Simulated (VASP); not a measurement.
## VASP inputs for MgO (strained zincblende)

INCAR, step 1 (ground state)

```
NELM = 120
EDIFF = 1E-7
LWAVE = .TRUE.
LREAL = .FALSE.
PREC = Accurate
SIGMA = 0.01
ENCUT = 500
GGA = PE
ISMEAR = 0
LASPH = .TRUE.
LCHARG = .FALSE.
```

INCAR, step 2 (empty bands)

```
NELM = 1
ALGO = Exact
LWAVE = .TRUE.
ISTART = 1
LOPTICS = .TRUE.
NBANDS = 119
LREAL = .FALSE.
SIGMA = 0.01
ISMEAR = 0
LASPH = .TRUE.
EDIFF = 1E-7
ENCUT = 500
LCHARG = .FALSE.
GGA = PE
PREC = Accurate
```

INCAR, step 3 (GW)

```
NBANDSGW = 16
ENCUTGW = 150
ISMEAR = 0
ENCUTGWSOFT = 150
PREC = Accurate
NOMEGA = 64
NELMGW = 4
ISTART = 1
NBANDS = 119
LASPH = .TRUE.
NELM = 120
SIGMA = 0.01
ENCUT = 500
LREAL = .FALSE.
LCHARG = .FALSE.
PRECFOCK = Fast
EDIFF = 1E-7
LWAVE = .FALSE.
GGA = PE
ALGO = EVGW0
```

KPOINTS

```
KPOINTS created by Atomic Simulation Environment
0
Gamma
6 6 6
0 0 0
```

POSCAR

```
Mg O
 1.0000000000000000
     0.0000000000000000    2.3732858881999999    2.3732858881999999
     2.3732858881999999    0.0000000000000000    2.3732858881999999
     2.3732858881999999    2.3732858881999999    0.0000000000000000
 Mg  O
   1   1
Cartesian
  0.0000000000000000  0.0000000000000000  0.0000000000000000
  1.1866429440999999  1.1866429440999999  1.1866429440999999
```

VASP ran with the GW set of PAW datasets (16 valence electrons in the cell).

Problem. Estimate the main results of this run.

Solution. PBE gap on the mesh 3.02 eV; G₀W₀ gap on the mesh 5.03 eV.

Problem. How does updating the eigenvalues in G change the gap?

Solution. Gap on the mesh by iteration: 5.03, 5.42, 5.50, 5.51 eV.
